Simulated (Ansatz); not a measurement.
A run of Ansatz 0.2.0 is set up as follows.

File input:

```
crystal:
  lattice:
    - [2.6042941027, 0.0, 0.0]
    - [-1.3021470513, 2.2553848518, 0.0]
    - [0.0, 0.0, 4.723336]
  atoms:
    - { symbol: V, position: [0.3333333333, 0.6666666667, 0.25], spin: 2.0 }
    - { symbol: V, position: [0.6666666667, 0.3333333333, 0.75], spin: 2.0 }
hamiltonian:
  xc:
    exchange: hjs_pbesol
    correlation: pbesol
    exx: { coeff: 0.25, omega: 0.207 }
  pseudopotentials: { kind: paw }
magnetization:
  spin_polarized: true
kpoints:
  mp_grid: { grid: [6, 6, 3] }
scf:
  occupations: { method: fermi_dirac, width: 0.05 }
output:
  forces: true
  stress: true
  eigenvalues: true
relax:
  f_tol: 0.01
  max_steps: 40
  cell: { stress_tol: 0.05 }
```

Predict the site moments.

V -0.06 μB.

Predict the absolute moment.

0.15 μB per cell.

Estimate the relaxed volume.

13.02 Å³/atom.

Predict the relaxed cell.

a = 2.551 Å, b = 2.551 Å, c = 4.621 Å, α = 90.00°, β = 90.00°, γ = 120.00°.

Final structure:
```
V
1.0
     2.55107    0.00000    0.00000
    -1.27553    2.20929    0.00000
     0.00000    0.00000    4.62120
V
2
Cartesian
  0.0000 1.4729 1.1553
  1.2755 0.7364 3.4659
```

Caveat: the k mesh is coarse (spacing up to 0.46 Å⁻¹), so the values aren't converged, least of all with exact exchange; the magnetic or orbital state may not be the lowest; the PAW data sets come from PBE, with cores solved anew for the run's functional, which leaves a small shift of forces and pressure; the starting moments weren't kept.
